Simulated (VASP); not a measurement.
# BN: single point with PBE

The system is BN.

```xyz
2
Lattice="0.0000 1.8130 1.8130 1.8130 0.0000 1.8130 1.8130 1.8130 0.0000" Properties=species:S:1:pos:R:3 pbc="T T T"
N     0.9065    0.9065    0.9065
B     0.0000    0.0000    0.0000
```

The cell is a database's computed one.

- Program: VASP 6.6.1
- Task: single point
- Functional: PBE
- Potentials or basis: VASP PAW PBE potentials, release 64 (N, B)
- Cutoff: 520 eV
- k mesh: 13 × 13 × 13
- Occupations: gaussian, width 0.03 eV
- Spin: no spin polarisation
- Further INCAR settings: ALGO = Normal; EDIFF = 1e-06

The pressure is -0.2 GPa. The band gap on the k mesh is 4.52 eV, indirect (least direct gap 8.78 eV).

Levels at points of the mesh, in eV from the valence-band top:
| k point | band 1 | band 2 | band 3 | band 4 | band 5 | band 6 | band 7 | band 8 |
| --- | --- | --- | --- | --- | --- | --- | --- | --- |
| (0.00, 0.00, 0.00) | -20.13 | 0.00 | 0.00 | 0.00 | 8.78 | 8.78 | 8.78 | 10.20 |

Wall time 5.7 s on 1 thread of AMD EPYC 9R45 (Zen 5), on a shared host, peak memory 0.08 GiB.

The gap isn't set beside the measured one, since this odd mesh misses points on the zone boundary.

Caveat: an odd mesh through Γ misses points on the zone boundary, where band edges often lie.
